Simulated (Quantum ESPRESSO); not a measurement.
Runs of Quantum ESPRESSO 7.5 on SnSe2. The structure is trigonal, space group P-3m1 (No. 164). The conventional cell has a = 3.811 Å, b = 3.811 Å, c = 6.136 Å, α = 90.00°, β = 90.00°, γ = 120.00°. Sn (site symmetry -3m) is surrounded by 6 Se at 2.68 Å. Se (site symmetry 3m) has 3 Sn at 2.68 Å as nearest neighbours. 

```tsv
task	k mesh	k mesh for the Wannier functions	iterations	projections	mesh quality	gap on the mesh (eV)	pressure (GPa)	largest force (eV/Å)
phonons	2 × 2 × 2, shifted	-	-	-	coarse	-	(a)	0.66
Wannier functions	8 × 8 × 5	5 × 5 × 3	-	-	not flagged	0.73	2.5	0.61
phonons	4 × 4 × 2, shifted	-	-	-	coarse	-	2.9	0.53
phonons	6 × 6 × 4, shifted	-	-	-	not flagged	-	2.5	(b)
phonons	8 × 8 × 6, shifted	-	-	-	not flagged	-	2.5	0.61
Wannier functions	8 × 8 × 5	5 × 5 × 3	0	Sn sp, Se sp	not flagged	0.73	2.5	0.61
Wannier functions	8 × 8 × 5	5 × 5 × 3	-	Sn sp, Se sp	not flagged	0.73	2.5	0.61
```

Alike in all rows: level PBEsol; potentials or basis GBRV 1.5 PBEsol; no spin polarisation; cell as given; cutoff (eV) 925; smearing fermi-dirac 0.05 eV.

Task: Estimate the missing entries.

Result: (a) 7.7; (b) 0.60.

Caveats: some runs use coarse meshes; this functional lacks dispersion, which binds the layers, so the pressure and a relaxed spacing across them are unreliable; the atoms weren't relaxed first, which shifts the frequencies (some runs); spin-orbit coupling is left out, which moves the levels of the heavy elements (some runs); the mesh misses the band edges, which the band path finds closer together (some runs); the cell is more than 3 GPa from zero pressure, which shifts response properties (some runs); the Wannier minimisation didn't converge (some runs).

A k mesh can miss the band edges, and the runs leave out spin-orbit coupling on Se, Sn.
